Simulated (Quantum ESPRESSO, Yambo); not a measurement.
# BN (Qingsongite): G0W0 on several meshes in Yambo, part 2 of 2

Wanted: mesh dependence and cost of G0W0 for BN (Qingsongite).

Quantum ESPRESSO 7.5 and Yambo 5.3.0; PBE and many-body steps on it, plane waves. Known limits of the many-body steps: not at the basis limit; coarse k mesh.

So far. Step 4 (10×10×10): The gap on the mesh goes from 4.53 eV to 5.99 eV, a correction of +1.46 eV. Step 5 (Empty states on the mesh, 6×6×6 mesh, 60 bands): On this mesh the gap is 4.535 eV.

**7. 6×6×6**

This step: G0W0 on PBE, plane waves, norm-conserving pseudopotentials.

gw11.in reads:

```
HF_and_locXC
gw0
dyson
ppa
em1d
rim_cut
RandQpts= 1000000
RandGvec= 1 RL
EXXRLvcs= 72 Ry
VXCRLvcs= 288 Ry
Chimod= "HARTREE"
% BndsRnXp
 1 | 60 |
%
NGsBlkXp= 17 Ry
% LongDrXp
 1 | 1 | 1 |
%
% GbndRnge
 1 | 60 |
%
DysSolver= "n"
ExtendOut
PPAPntXp= 27.21138 eV
% QPkrange
 1 | 1 | 3 | 6 |
 13 | 13 | 3 | 6 |
%
```

Run with:

```
$ OMP_NUM_THREADS=1 mpirun -n 8 yambo -F gw11.in -J gw11 -C gw11 > gw11.log
```

The log of the run:

```text
 Yambo, version 5.3.0

 [02] CORE Variables Setup
 =========================

  [... cell, symmetries and grids as in the set-up ...]

  [02.05] Energies & Occupations
  ==============================

  [X] === General ===
  [X] Electronic Temperature                        :  0.000000  0.000000 [eV K]
  [X] Bosonic    Temperature                        :  0.000000  0.000000 [eV K]
  [X] Finite Temperature mode                       : no
  [X] El. density                                   :  0.67737E+24 [cm-3]
  [X] Fermi Level                                   :  11.15554 [eV]

  [X] === Gaps and Widths ===
  [X] Conduction Band Min                           :  4.534824 [eV]
  [X] Valence Band Max                              :  0.000000 [eV]
  [X] Filled Bands                                  :   4
  [X] Empty Bands                                   :    5   60
  [X] Direct Gap                                    :  8.878136 [eV]
  [X] Direct Gap localized at k                     :  1
  [X] Indirect Gap                                  :  4.534824 [eV]
  [X] Indirect Gap between kpts                     :   1  13
  [X] Last valence band width                       :  6.145336 [eV]
  [X] 1st conduction band width                     :  5.828507 [eV]

 [03] Transferred momenta grid and indexing
 ==========================================

 IBZ Q-points                                      :  16
 BZ  Q-points                                      :  216

 K/Q-points units:
 rlu = crystal or reduced units; cc = cartesian coordinates; iku = interal k-units

 Q [ 1]         [rlu]:  0.000000  0.000000  0.000000
 Q [ 2]         [rlu]:  0.14683E-18  0.14683E-18  0.16667
 Q [ 3]         [rlu]: -0.21279E-17 -0.21279E-17  0.33333
[...]
NLCC RL compoments                               :   6615
  PP Number of Atomic Species                      :  2
  NLCC RL compoments                               :   6615

 [xc] E_xc :  -3.729117 [Ha]
      E_xc :  -7.458233 [Ry]

  Local XC kind (lXC) : Perdew, Burke & Ernzerhof(X)+Perdew, Burke & Ernzerhof(C)
  Non-Local XC kind (nlXC) : Hartree-Fock

  Corrections @ K [1] :  [eV]
 <3|nlXC|3> = -21.98565 -0.83225E-17 <3|lXC|3> = -18.52042  0.18882E-15
 <4|nlXC|4> = -21.98565 -0.12135E-16 <4|lXC|4> = -18.52042 -0.18882E-15
 <5|nlXC|5> = -7.169091  0.91754E-18 <5|lXC|5> = -13.77758 -0.18882E-15
[...]
Corrections @ K [13] :  [eV]
[...]
<5|nlXC|5> = -7.409267  0.12818E-17 <5|lXC|5> = -12.56849  0.47204E-16
 <6|nlXC|6> = -6.795333  0.81470E-18 <6|lXC|6> = -12.69502  0.94408E-16

 [08] Dyson equation: Newton solver
 ==================================

  [08.01] G0W0 (W PPA)
  ====================

  [  GW  ] Bands range     :    1   60
  [GW/PPA] G damping       :  0.100000 [eV]

  QP @ state[ 1 ] K range:  1  1
  QP @ state[ 1 ] b range:   3   6
  QP @ state[ 2 ] K range:  13  13
  QP @ state[ 2 ] b range:   3   6

   Sc/G bands                                       :    1   60
   Sc/G damping                                     :  0.100000 ev
   Sc bands terminator                              : no
   Sx RL components                                 :   893

   QP @ state[ 1 ] K range                          :  1  1
   QP @ state[ 1 ] b range                          :   3   6
   QP @ state[ 2 ] K range                          :  13  13
   QP @ state[ 2 ] b range                          :   3   6
   GF energies kind                                 : Perdew, Burke & Ernzerhof(X)+Perdew, Burke & Ernzerhof(C)
   GF WF`s kind                                     : Perdew, Burke & Ernzerhof(X)+Perdew, Burke & Ernzerhof(C)
   Xs energies kind                                 : Perdew, Burke & Ernzerhof(X)+Perdew, Burke & Ernzerhof(C)
   Xs WF`s kind                                     : Perdew, Burke & Ernzerhof(X)+Perdew, Burke & Ernzerhof(C)

 [11] Game Over & Game summary
```

Elapsed: 20 s, on 8 MPI ranks of Arm Neoverse V1, shared host; peak memory 2.1 GiB.

Numbers from this step:

- G0W0 gap on the points computed: 5.986 eV
- starting gap on the mesh: 4.535 eV
- k of the valence top: 0, 0, 0
- k of the conduction bottom: 0, -0.5, -0.5
- least direct G0W0 gap on the computed points: 10.92 eV
- Z at the valence top: 0.8271
- Z at the conduction bottom: 0.8541

Against G0W0 in Yambo (10×10×10 mesh, 60 bands, screening to 231.3 eV, Godby-Needs plasmon pole), the gap moves by −0.007 eV.

**8. Empty states on the mesh, 12×12×12 mesh, 60 bands**

This step: Quantum ESPRESSO 7.5; DFT, PBE, plane waves, norm-conserving pseudopotentials.

pw.in reads:

```
&control
  calculation = 'nscf'
  prefix = 'x'
  outdir = 'o'
  pseudo_dir = 'pseudo'
/
&system
  ibrav = 0
  nat = 2
  ntyp = 2
  ecutwfc = 72.0
  nbnd = 60
  force_symmorphic = .true.
/
&electrons
  conv_thr = 1e-9
  electron_maxstep = 80
  diago_full_acc = .true.
  diago_thr_init = 5e-6
/
ATOMIC_SPECIES
  B 10.81 B.upf
  N 14.007 N.upf
CELL_PARAMETERS angstrom
  -0.0000000000 1.8075000000 1.8075000000
  1.8075000000 0.0000000000 1.8075000000
  1.8075000000 1.8075000000 -0.0000000000
ATOMIC_POSITIONS crystal
  B 0.0000000000 0.0000000000 0.0000000000
  N 0.2500000000 0.2500000000 0.2500000000
K_POINTS automatic
  12 12 12 0 0 0
```

Run with:

```
$ OMP_NUM_THREADS=1 mpirun -n 8 pw.x -nk 4 -in pw.in > pw.out
```

The log of the run:

```text
[banner, memory and clock lines left out]
Program PWSCF v.7.5 starts

     Atomic positions and unit cell read from directory:
     o/x.save/

     Message from routine setup:
     using ibrav=0 with symmetry is DISCOURAGED, use correct ibrav instead

     bravais-lattice index     =            0
     lattice parameter (alat)  =       4.8305  a.u.
     unit-cell volume          =      79.7006 (a.u.)^3
     number of atoms/cell      =            2
     number of atomic types    =            2
     number of electrons       =         8.00
[...]
131.5699 135.5200 147.8067 166.1365

          k = 0.0589 0.0589-0.0589 (   851 PWs)   bands (ev):

[...]
135.9397 141.8131 147.3373 162.8508

          k = 0.1179 0.1179-0.1179 (   830 PWs)   bands (ev):

[...]
118.0021 118.0021 119.9135 123.8374 123.8374 125.9422 125.9422 127.8173
   130.6049 130.6049 130.7818 133.5552 138.2557 138.2557 139.0037 140.6989
   140.6989 144.3738 153.5813 157.2481

          k = 0.1768 0.1768-0.1768 (   821 PWs)   bands (ev):

     [... further k-points ...]

     highest occupied, lowest unoccupied level (ev):    11.1555   15.6904

     XML data file, pseudopotentials, collected wavefunctions
```

It took 4.9 s on 8 MPI ranks; peak memory 0.33 GiB.

Numbers from this step:

```yaml
gap: 4.535 eV
k_of_the_valence_top: 0, 0, 0
k_of_the_conduction_bottom: 0, -0.5, -0.5
least_direct_gap: 8.878 eV
k_points_computed: 72
lowest_point_of_the_top_converged_band_above_the_valence_top: 140.2523 eV
```

On this mesh the gap is 4.535 eV.

**9. Conversion and set-up**

This step: Yambo 5.3.0; conversion and set-up on PBE, plane waves, norm-conserving pseudopotentials.

Run with:

```
$ (cd o/x.save; p2y > p2y.log; mv SAVE ../..); yambo > setup.log
```

The log of the run:

```text
 Yambo, version 5.3.0

 [02] CORE Variables Setup
 =========================

  [02.01] Unit cells
  ==================

  Cell kind             :  FCC
  Atoms in the cell     :  B  N
  number of B  atoms    :  1
  number of N  atoms    :  1

  List of atomic masses
  Mass of B     :  10.81000
  Mass of N     :  14.00700

  List of atomic coordinates    : [cc]
  B1       :  0.000000  0.000000  0.000000  order 1
  N1       :  1.707840  1.707840  1.707840  order 2

  Alat factors          :  3.415680  3.415680  3.415680 [a.u.]
  Direct lattice volume :  79.70059 [a.u.]
[...]
Q [ 2]         [rlu]: -0.53197E-18 -0.53197E-18  0.83333E-01
 Q [ 3]         [rlu]:  0.14683E-18  0.14683E-18  0.16667
[...]
Q [ 8]         [rlu]: -0.84773E-17  0.83333E-01  0.83333E-01
 Q [ 9]         [rlu]: -0.17427E-17  0.83333E-01  0.16667
 Q [10]         [rlu]: -0.10639E-17  0.83333E-01  0.25000
     [... 38 further rows ...]
 Q [49]         [rlu]:  0.083333  0.250000  0.333333
 Q [50]         [rlu]:  0.083333  0.250000  0.416667

 Remaining 22 points informations can be written running with -fatlog

  [03.01] X indexes
  =================

   [03.01.01] Sigma indexes
   ========================

 [06] Game Over & Game summary
```

Run time: 2.6 s. Hardware: 1 MPI rank; peak memory 0.24 GiB.

**10. 12×12×12**

This step: G0W0 on PBE, plane waves, norm-conserving pseudopotentials.

gw12.in, as its differences from gw11.in of step 7:

```diff
@@ -26,3 +26,3 @@
  1 | 1 | 3 | 6 |
- 13 | 13 | 3 | 6 |
+ 43 | 43 | 3 | 6 |
 %
```

Run with:

```
$ OMP_NUM_THREADS=1 mpirun -n 8 yambo -F gw12.in -J gw12 -C gw12 > gw12.log
```

The log of the run:

```text
 Yambo, version 5.3.0

 [02] CORE Variables Setup
 =========================

  [... cell, symmetries and grids as in the set-up ...]

  [02.05] Energies & Occupations
  ==============================

  [X] === General ===
  [X] Electronic Temperature                        :  0.000000  0.000000 [eV K]
  [X] Bosonic    Temperature                        :  0.000000  0.000000 [eV K]
  [X] Finite Temperature mode                       : no
  [X] El. density                                   :  0.67737E+24 [cm-3]
[...]
QP @ state[ 1 ] b range                          :   3   6
   QP @ state[ 2 ] K range                          :   43   43
   QP @ state[ 2 ] b range                          :   3   6
   GF energies kind                                 : Perdew, Burke & Ernzerhof(X)+Perdew, Burke & Ernzerhof(C)
   GF WF`s kind                                     : Perdew, Burke & Ernzerhof(X)+Perdew, Burke & Ernzerhof(C)
   Xs energies kind                                 : Perdew, Burke & Ernzerhof(X)+Perdew, Burke & Ernzerhof(C)
   Xs WF`s kind                                     : Perdew, Burke & Ernzerhof(X)+Perdew, Burke & Ernzerhof(C)

 [11] Game Over & Game summary
```

It took 7.2 min on 8 MPI ranks; peak memory 2.9 GiB; 57 min of CPU time.

This step gave:

```yaml
g0w0_gap_on_the_points_computed: 6.002 eV
starting_gap_on_the_mesh: 4.535 eV
k_of_the_valence_top: 0, 0, 0
k_of_the_conduction_bottom: 0, -0.5, -0.5
least_direct_g0w0_gap_on_the_computed_points: 10.93 eV
```

Against G0W0 in Yambo (10×10×10 mesh, 60 bands, screening to 231.3 eV, Godby-Needs plasmon pole), the gap moves by +0.009 eV.

**11. Side by side**

Times are wall times on 8 MPI ranks of Arm Neoverse V1, shared host, good to a factor of about two.

```tsv
run	mesh	bands	screening cutoff (eV)	DFT gap (eV)	gap on the mesh (eV)	direct (eV)	time
10×10×10	10×10×10	60	231.3	4.535	5.993	10.922	2.9 min
6×6×6	6×6×6	60	231.3	4.535	5.986	10.916	20 s
12×12×12	12×12×12	60	231.3	4.535	6.002	10.931	7.2 min
```

**12. Outcome**

| Property | Result |
| --- | --- |
| 10×10×10 | 5.993 eV |
| 6×6×6 | 5.986 eV |
| 12×12×12 | 6.002 eV |
| known limits | not at the basis limit; coarse k mesh |

**Reading.** 6×6×6: −0.007 eV against 10×10×10. 12×12×12: +0.009 eV against 10×10×10. Bands and cutoff are finite, so the gap is not at the basis limit. The miss can reach some tenths of an eV and take either sign; the mesh is an error of its own. In the G0W0 runs levels were corrected at 2 k points alone, so a gap called «on the mesh» is the least over those, and an edge elsewhere would be missed.

[Paths, hosts, dates, memory and timing lines, banners, echoed tables and standing remarks are left out of the program output.]

[Logs are printed without paths, hosts, clocks, repeated set-up lines and the standing remarks that a program may print on its own settings, such as how far it seeks lower states.]

[Runs of the session that timed out or met a known fault of the program may be left out.]

[Hosts, paths, dates, database ids (printed as entryN), source tags and the programs' standing remarks are cut or masked in the printed files.]
